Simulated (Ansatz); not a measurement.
# CdO (Monteponite): the cost of one run

Computed with the Python package of Ansatz 0.2.0. The levels of theory stand in the script.

## (1) The system

Symmetry: Fm-3m, No. 225, cubic system. Conventional cell: a = 4.699 Å, b = 4.699 Å, c = 4.699 Å, α = 90.00°, β = 90.00°, γ = 90.00°. Cd (site symmetry m-3m) is surrounded by 6 O at 2.35 Å. O (site symmetry m-3m) has 6 Cd at 2.35 Å as nearest neighbours.

The script holds or builds the structure itself.

## (2) The script

File lattice_cdo.py:

```python
import warnings

import ansatz
import numpy as np

config = {
    "kspacing": 0.34,
    "occupations": "fermi_dirac",
}

def edges_and_angles(cell):
    cell = np.asarray(cell)
    a, b, c = np.linalg.norm(cell, axis=1)
    cosines = cell[1] @ cell[2] / (b * c), cell[0] @ cell[2] / (a * c), cell[0] @ cell[1] / (a * b)
    return (a, b, c, *np.degrees(np.arccos(cosines)))

warnings.simplefilter("ignore", ansatz.DeckWarning)

vectors = np.array([
    [0.0, 2.3495, 2.3495],
    [2.3495, 0.0, 2.3495],
    [2.3495, 2.3495, 0.0],
])
structure = (
    ansatz.Lattice.of(vectors)
    .atom("Cd", [0.0, 0.0, 0.0])
    .atom("O", [0.5, 0.5, 0.5])
)

setup = (
    structure.calculation()
    .kpoints(spacing=config["kspacing"])
    .occupations(config["occupations"])
    .relax(cell=True, max_steps=60)
)

levels = [("r2scan", "d4"), ("pbe", "d3bj"), ("rpbe", "none")]
print("level            a       b       c    alpha   beta  gamma  V/atom  steps")
for name, dispersion in levels:
    seen = []
    run = setup.functional(name, dispersion=dispersion).session().plan()
    out = run.execute(on_event=lambda e: seen.append(e) if e["event"] == "relax_step" else None)
    cell = out.lattice.cell_ang
    label = name if dispersion == "none" else f"{name}+{dispersion}"
    print("{:13s} {:7.4f} {:7.4f} {:7.4f} {:6.2f} {:6.2f} {:6.2f}".format(label, *edges_and_angles(cell)), f"{abs(np.linalg.det(cell)) / len(out.lattice.sites):7.3f} {len(seen):5d}")
```

## (3) The run

On the command line:

```bash
$ python lattice_cdo.py
```

What time and memory should one allow on 1 thread of Arm Neoverse V1, shared host?

About 16 s, with a peak of 0.42 GiB.
